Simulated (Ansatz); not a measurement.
Runs of Ansatz 0.2.0 on Ta2N. Symmetry: P-3m1, No. 164, trigonal system. The conventional cell has a = 3.113 Å, b = 3.113 Å, c = 4.870 Å, α = 90.00°, β = 90.00°, γ = 120.00°. Ta (site symmetry 3m) has 3 N at 2.18 Å as nearest neighbours. N (site symmetry -3m) is surrounded by 6 Ta at 2.18 Å. The cell comes from a database or a generator and needn't be the stable form of this composition.

```tsv
task	level	cell	points for each segment of the path	gap on the mesh (eV)	pressure (GPa)	relaxed volume (Å³/atom)	largest force (eV/Å)
band structure	HSE06	as given	4	none	(a)	-	0.55
relaxation of cell and atoms	PBE0	relaxed	-	none	0.0	13.32	-
single point	PBE0	as given	-	none	(b)	-	0.70
relaxation of cell and atoms	HSE06	relaxed	-	none	0.0	13.31	-
```

Alike in all rows: potentials or basis Ansatz PAW; no spin polarisation; k mesh 6 × 6 × 4; cutoff (eV) 420; smearing fermi-dirac 0.05 eV; the mesh is coarse, so values aren't converged.

Question: Fill in the values left out.

Answer: (a) -7.5; (b) -7.4.

Caveats: all runs use coarse meshes; the PAW data sets come from PBE, with cores solved anew for the run's functional, which leaves a small shift of forces and pressure; the thresholds are loose for stress (some runs); the plane-wave basis is chosen anew once the cell has moved, so the energies of steps on either side of that aren't comparable (some runs); spin-orbit coupling is left out, which moves the levels of the heavy elements (some runs).

A k mesh can miss the band edges, and the runs leave out spin-orbit coupling on Ta.

A gap of «none» marks a metal or a gap under the smearing width.
